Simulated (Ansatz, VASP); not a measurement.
## One calculation of C, two programs

```
CELL_PARAMETERS angstrom
0.00000 1.80806 1.76503
1.80806 0.00000 1.76503
1.80806 1.80806 0.00000
ATOMIC_POSITIONS crystal
C 0.50000 0.50000 0.50000
C 0.75000 0.75000 0.75000
```

Alike in both runs: task single point; functional LDA; k mesh 12 × 12 × 12; occupations gaussian, width 0.05 eV; no spin polarisation.

|  | VASP | Ansatz |
| --- | --- | --- |
| version | VASP 6.6.1 | Ansatz 0.2.0 |
| potentials or method | VASP PAW LDA potentials, release 64 (C) | scalar-relativistic, plane waves, PAW |
| plane-wave cutoff (eV) | 520 | 520 |
| valence electrons in the cell | 8 | 8 |

```tsv
	VASP	Ansatz	Ansatz less VASP
gap on the k mesh at the Fermi level (eV)	3.48	3.49	+0.008
least direct gap on the mesh (eV)	5.07	5.07	-0.001
pressure (GPa)	-18.7	-20.1	-1.45
largest component of the traceless stress (GPa)	14.22	14.24	+0.020
```

Ansatz warned: «pseudo_functional_mismatch».

Caveats: so large a pressure means that the cell lies far from this level's equilibrium, or that cutoff or potentials fall short (VASP).
